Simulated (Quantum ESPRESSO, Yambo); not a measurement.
# A GW chain in Yambo: Sb (buckled honeycomb monolayer), part 2 of 2

Aim: the G0W0 gap of Sb (buckled honeycomb monolayer) on PBE, step by step.

Quantum ESPRESSO 7.5 and Yambo 5.3.0; PBE and many-body steps on it, plane waves. Known limits of the many-body steps: not at the basis limit; no spin-orbit coupling.

So far. Step 2 (Ground state): The gap is indirect, with the least direct gap 0.23 eV higher. Step 3 (Empty states on the mesh, 6×6×1 mesh, 120 bands): On this mesh the gap is 1.341 eV.

**5. Screening and self-energy, 6×6×1 mesh, 120 bands, screening to 108.8 eV**

G0W0 replaces the xc potential by the self-energy, built once from these orbitals. Only a window of levels is corrected, while the sums run over the empty bands that the input names.

This step: G0W0 on PBE, plane waves, norm-conserving pseudopotentials.

Contents of gw1.in:

```
HF_and_locXC
gw0
dyson
ppa
em1d
rim_cut
rim_w
RandQpts= 3000000
RandGvec= 100 RL
CUTGeo= "slab z"
RandGvecW= 9 RL
EXXRLvcs= 88 Ry
VXCRLvcs= 352 Ry
Chimod= "HARTREE"
% BndsRnXp
 1 | 120 |
%
NGsBlkXp= 8 Ry
% LongDrXp
 1 | 1 | 0 |
%
% GbndRnge
 1 | 120 |
%
DysSolver= "n"
ExtendOut
PPAPntXp= 27.21138 eV
% QPkrange
 1 | 1 | 22 | 25 |
 3 | 3 | 22 | 25 |
%
```

Run with:

```bash
$ OMP_NUM_THREADS=2 mpirun -n 4 yambo -F gw1.in -J gw1 -C gw1 > gw1.log
```

The program printed:

```text
 Yambo, version 5.3.0

 [02] CORE Variables Setup
 =========================

  [... cell, symmetries and grids as in the set-up ...]

  [02.05] Energies & Occupations
  ==============================

  [X] === General ===
  [X] Electronic Temperature                        :  0.000000  0.000000 [eV K]
  [X] Bosonic    Temperature                        :  0.000000  0.000000 [eV K]
  [X] Finite Temperature mode                       : no
  [X] El. density                                   :  0.22177E+24 [cm-3]
  [X] Fermi Level                                   : -0.141805 [eV]

  [X] === Gaps and Widths ===
  [X] Conduction Band Min                           :  1.340774 [eV]
  [X] Valence Band Max                              :  0.000000 [eV]
  [X] Filled Bands                                  :  23
  [X] Empty Bands                                   :   24  120
  [X] Direct Gap                                    :  1.566464 [eV]
  [X] Direct Gap localized at k                     :  1
  [X] Indirect Gap                                  :  1.340774 [eV]
  [X] Indirect Gap between kpts                     :  1  3
  [X] Last valence band width                       :  1.735337 [eV]
  [X] 1st conduction band width                     :  0.892510 [eV]

 [03] Transferred momenta grid and indexing
 ==========================================

 IBZ Q-points                                      :   7
 BZ  Q-points                                      :   36

 K/Q-points units:
 rlu = crystal or reduced units; cc = cartesian coordinates; iku = interal k-units

 Q [1]          [rlu]:  0.000000  0.000000  0.000000
 Q [2]          [rlu]:  0.10434E-16  0.16667       0.0000
 Q [3]          [rlu]:  0.20867E-16  0.33333       0.0000
 Q [4]          [rlu]: -0.31301E-16 -0.50000       0.0000
 Q [5]          [rlu]:  0.166667  0.166667  0.000000
 Q [6]          [rlu]:  0.166667  0.333333  0.000000
 Q [7]          [rlu]:  0.333333  0.333333  0.000000

 [04] Coloumb potential Random Integration (RIM)
 ===============================================

 Performing RIM of v_slab

  [04.01] RIM initialization
  ==========================

  * Diagonal components only detected *

  8 x (sBL volume)        :  0.039380 [a.u.]
  sBZ random points       :  3000000
  Points outside the sBZ  :  24000829
  RL volume               :  0.177209 [a.u.]
  Integrated volume       :  0.177203 [a.u.]

  [04.02] RIM integrals
  =====================

  Gamma point sphere radius             :  0.036325 [a.u.]
  Points outside the sphere             :  2398884
  [Int_sBZ(q=0) 1/q^2]*(Vol_sBZ)^(-1/3) =:  7.383989
                                 should be <:  7.795600

  Summary of Coulomb integrals for non-metallic bands |Q|[au] RIM/Bare

  Q [1] 0.100000E-4 0.947200 * Q [2] 0.154703 0.952990
  Q [5] 0.267954 1.009986 * Q [3] 0.309407 1.014047
  Q [6] 0.409307 1.014601 * Q [4] 0.464110 1.013102
  Q [7] 0.535908 1.010644
  Non-periodic chartesian directions : none
  Optical renormalization            :  26.45617 [au]
  Polarizability dimension           : length

 [05] Coloumb potential CutOffslab
 =================================

 Cut directionsZ
 Slab Cutoff:Z
 Symmetry test passed : yes

 [06] Dipoles
 ============

  [06.01] Setup: observables and procedures
  =========================================

 [07] Dynamic Dielectric Matrix (PPA)
 ====================================

 [WR./gw1//ndb.pp]---------------------------------------------------------------
  Brillouin Zone Q/K grids (IBZ/BZ)                :    7   36    7   36
  RL vectors                                       :  22967 [WF]
  Coulomb cutoff potential                         : slab z
  Electronic Temperature                           :  0.000000 [K]
  Bosonic    Temperature                           :  0.000000 [K]
  PPA    diel. fun.  energies                      : Perdew, Burke & Ernzerhof(X)+Perdew, Burke & Ernzerhof(C)
  wavefunctions                                    : Perdew, Burke & Ernzerhof(X)+Perdew, Burke & Ernzerhof(C)
  Global Gauge                                     : length
  X matrix size                                    :   551
  X band range                                     :    1  120
  X e/h energy range                               : -1.000000 -1.000000 [eV]
  X Time ordering                                  : R
  X Hxc Kernel                                     : HARTREE
  X Drude frequency                                :  0.000000  0.000000
  X poles                                          :  100.0000 [o/o]
  RL vectors in the sum                            :  22967
  [r,Vnl] included                                 : yes
  Field direction                                  :  0.707107E-5  0.707107E-5   0.00000
  BZ energy Double Grid                            : no
  BZ energy DbGd points                            : 0
  BZ Q point size factor                           : -1.000000
  X Optical Averaged directions                    : none

 [08] Local Exchange-Correlation + Non-Local Fock
 ================================================

 [VXC] Plane waves :  156151
 [EXS] Plane waves :  19561

 QP @ state[ 1 ] K range:  1  1
 QP @ state[ 1 ] b range:  22  25
 QP @ state[ 2 ] K range:  3  3
 QP @ state[ 2 ] b range:  22  25

 [xc] Functional : Perdew, Burke & Ernzerhof(X)+Perdew, Burke & Ernzerhof(C)
 [xc] LIBXC used to calculate xc functional
  PP Number of Atomic Species                      :  1
  NLCC RL compoments                               :  156151
  PP Number of Atomic Species                      :  1
  NLCC RL compoments                               :  156151

 [xc] E_xc :  -38.17675 [Ha]
      E_xc :  -76.35350 [Ry]

  Local XC kind (lXC) : Perdew, Burke & Ernzerhof(X)+Perdew, Burke & Ernzerhof(C)
  Non-Local XC kind (nlXC) : Hartree-Fock

  Corrections @ K [1] :  [eV]
 <22|nlXC|22> = -13.64151  0.20959E-17 <22|lXC|22> = -12.64677 -0.37763E-15
 <23|nlXC|23> = -13.64153  0.55440E-17 <23|lXC|23> = -12.64676  0.18882E-15
 <24|nlXC|24> = -7.892471  0.22541E-17 <24|lXC|24> = -11.39610 -0.37763E-15
 <25|nlXC|25> = -8.008020  0.51776E-17 <25|lXC|25> = -11.89086 -0.29503E-17

  Corrections @ K [3] :  [eV]
 <22|nlXC|22> = -13.63074  0.14288E-16 <22|lXC|22> = -11.99957  0.000000
 <23|nlXC|23> = -12.90995 -0.10322E-16 <23|lXC|23> = -11.30377  0.000000
 <24|nlXC|24> = -6.820270 -0.95184E-18 <24|lXC|24> = -9.888331  0.000000
 <25|nlXC|25> = -6.039157 -0.74615E-18 <25|lXC|25> = -9.850958  0.94408E-16

 [09] Dyson equation: Newton solver
 ==================================

  [09.01] RIM-W interpolation
  ===========================

  [WARNING] RIM-W works only for 2D semiconductors with slab cutoff
  Found compatible q grid: 2D
  q_min[ 1 ]:  0.16667      0.92569E-12   0.0000     [rlu]
   0.166667  0.083333  0.000000 [iku]
  q_min[ 2 ]:  0.10434E-16  0.16667       0.0000     [rlu]
  -0.93057E-11  0.16667       0.0000     [iku]
  G-vectors :  13
  G-vectors loaded:  139
  Number of interpolated frequencies:  2

  Evaluating coefficients q = 0
  Evaluating coefficients q = 0

  [09.02] RIM-W integrals
  =======================

  8 x (sBL volume)        :  0.039380 [a.u.]
  sBZ random points       :  3000000
  Points outside the sBZ  :  24000829
  RL volume               :  0.177209 [a.u.]
  Integrated volume       :  0.177203 [a.u.]

  [09.03] RIM integrals
  =====================

  Comparison between head Wc = W - v averages: < Wc > [au] RIM-W/RIM

   < -Wc [Q = 1] > 0.344378E-1 0.525073E-4 * < -Wc [Q = 2] > 0.005601 0.005449
   < -Wc [Q = 3] > 0.001110 0.001090 * < -Wc [Q = 4] > 0.380549E-3 0.376399E-3
   < -Wc [Q = 5] > 0.001607 0.001576 * < -Wc [Q = 6] > 0.543430E-3 0.538227E-3
   < -Wc [Q = 7] > 0.256399E-3 0.254786E-3

  Comparison between head Wc = W - v averages: < Wc > [au] RIM-W/RIM

   < -Wc [G = 1,G`=0] > 0.344378E-1 0.525073E-4 * < -Wc [G = 2,G`=0] >-0.001562 0.000000
   < -Wc [G = 3,G`=0] >-0.001562 0.000000 * < -Wc [G = 4,G`=0] > 0.196426E-4  0.00000
   < -Wc [G = 5,G`=0] > 0.196283E-4  0.00000 * < -Wc [G = 6,G`=0] > 0.686287E-4  0.00000
   < -Wc [G = 7,G`=0] > 0.686457E-4  0.00000 * < -Wc [G = 8,G`=0] >-0.473569E-5  0.00000
   < -Wc [G = 9,G`=0] >-0.520702E-5  0.00000 * < -Wc [G = 10,G`=0] >-0.472182E-5  0.00000
   < -Wc [G = 11,G`=0] >-0.491255E-5  0.00000 * < -Wc [G = 12,G`=0] >-0.517254E-5  0.00000
   < -Wc [G = 13,G`=0] >-0.488974E-5  0.00000

 [10] G0W0 (W PPA)
 =================

 [  GW  ] Bands range     :    1  120
 [GW/PPA] G damping       :  0.100000 [eV]

 QP @ state[ 1 ] K range:  1  1
 QP @ state[ 1 ] b range:  22  25
 QP @ state[ 2 ] K range:  3  3
 QP @ state[ 2 ] b range:  22  25

  Sc/G bands                                       :    1  120
  Sc/G damping                                     :  0.100000 ev
  Sc bands terminator                              : no
  Sx RL components                                 :  19561

  QP @ state[ 1 ] K range                          :  1  1
  QP @ state[ 1 ] b range                          :  22  25
  QP @ state[ 2 ] K range                          :  3  3
  QP @ state[ 2 ] b range                          :  22  25
  GF energies kind                                 : Perdew, Burke & Ernzerhof(X)+Perdew, Burke & Ernzerhof(C)
  GF WF`s kind                                     : Perdew, Burke & Ernzerhof(X)+Perdew, Burke & Ernzerhof(C)
  Xs energies kind                                 : Perdew, Burke & Ernzerhof(X)+Perdew, Burke & Ernzerhof(C)
  Xs WF`s kind                                     : Perdew, Burke & Ernzerhof(X)+Perdew, Burke & Ernzerhof(C)

 [14] Game Over & Game summary
```

Elapsed: 4.9 min, on 4 MPI ranks of Intel Xeon 6975P-C (Granite Rapids), shared host; peak memory 3.9 GiB.

Numbers from this step:

- G0W0 gap on the points computed: 2.130 eV
- starting gap on the mesh: 1.341 eV
- k of the valence top: 0, 0, 0
- k of the conduction bottom: 0, 0.3333, 0
- least direct G0W0 gap on the computed points: 2.599 eV
- Z at the valence top: 0.7331
- Z at the conduction bottom: 0.7382

The gap on the mesh goes from 1.34 eV to 2.13 eV, a correction of +0.79 eV.

Limits: finite bands, cutoff and mesh; no spin-orbit coupling. v1 is the top filled band, c1 the lowest empty one. Levels before and after the correction, in eV, zero at the valence-band top of each column:

|  | conduction bottom | valence top |
| --- | --- | --- |
| Kohn-Sham | 1.34 | 0.00 |
| G0W0 | 2.13 | 0.00 |

|  | level | energy (eV) |
| --- | --- | --- |
| Kohn-Sham | Γ v2-v1 | 0.000 |
| Kohn-Sham | Γ c1 | 1.566 |
| Kohn-Sham | Γ c2 | 2.797 |
| Kohn-Sham | (0 0.333 0) v2 | -1.247 |
| Kohn-Sham | (0 0.333 0) v1 | -0.780 |
| Kohn-Sham | (0 0.333 0) c1 | 1.341 |
| Kohn-Sham | (0 0.333 0) c2 | 3.122 |
| G0W0 | Γ v2-v1 | 0.000 |
| G0W0 | Γ c1 | 2.599 |
| G0W0 | Γ c2 | 3.850 |
| G0W0 | (0 0.333 0) v2 | -1.367 |
| G0W0 | (0 0.333 0) v1 | -0.976 |
| G0W0 | (0 0.333 0) c1 | 2.130 |
| G0W0 | (0 0.333 0) c2 | 3.982 |

**6. Where the time went**

Times are wall times on the hardware named with each run, good to a factor of about two.

| step | time | share | memory (GiB) |
| --- | --- | --- | --- |
| ground state | 25 s | 7 % | 1.3 |
| empty states on the mesh | 22 s | 6 % | 1.3 |
| conversion and set-up | 3.1 s | 1 % | 0.27 |
| screening and self-energy | 4.9 min | 86 % | 3.9 |

**7. Summary of results**

| Quantity | Value |
| --- | --- |
| PBE gap | 1.34 eV, indirect |
| G0W0 gap on the mesh | 2.13 eV |
| GW settings | 6×6×1 mesh, 120 bands, screening to 108.8 eV, Godby-Needs plasmon pole |
| known limits | not at the basis limit; no spin-orbit coupling |

In words: G0W0 moves the gap on the mesh from 1.34 eV to 2.13 eV (+0.79 eV), with Z of 0.73 and 0.74 at the edges. Only 2 of the mesh's irreducible points were corrected, so a valley elsewhere could overtake. The dearest step here is «screening and self-energy». Against experiment, by G0W0@PBE: the direct gap of 2.60 eV lies +0.39 eV from the measured 2.21 eV (exciton, 2020). An exciton line or allowed optical edge lies below the quasiparticle gap by the binding energy; a forbidden edge can push the onset above it. The computed sheet is free-standing; a substrate or cover screens it further and lowers both gap and binding, while the exciton line moves little. The calculation has static nuclei and no excitons; a measured gap holds zero-point and thermal motion, which mostly lowers it. Bands and cutoff are finite, so the gap is not at the basis limit. The miss can reach some tenths of an eV and take either sign; the mesh is an error of its own. In the G0W0 run levels were corrected at 2 k points alone, so a gap called «on the mesh» is the least over those, and an edge elsewhere would be missed. The many-body steps are scalar-relativistic: spin-orbit coupling is not in them.

[Paths, hosts, dates, memory and timing lines, banners, echoed tables and standing remarks are left out of the program output.]

[Logs are printed without paths, hosts, clocks, repeated set-up lines and the standing remarks that a program may print on its own settings, such as how far it seeks lower states.]

[Runs of the session that timed out or met a known fault of the program may be left out.]

[Hosts, paths, dates, database ids (printed as entryN), source tags and the programs' standing remarks are cut or masked in the printed files.]
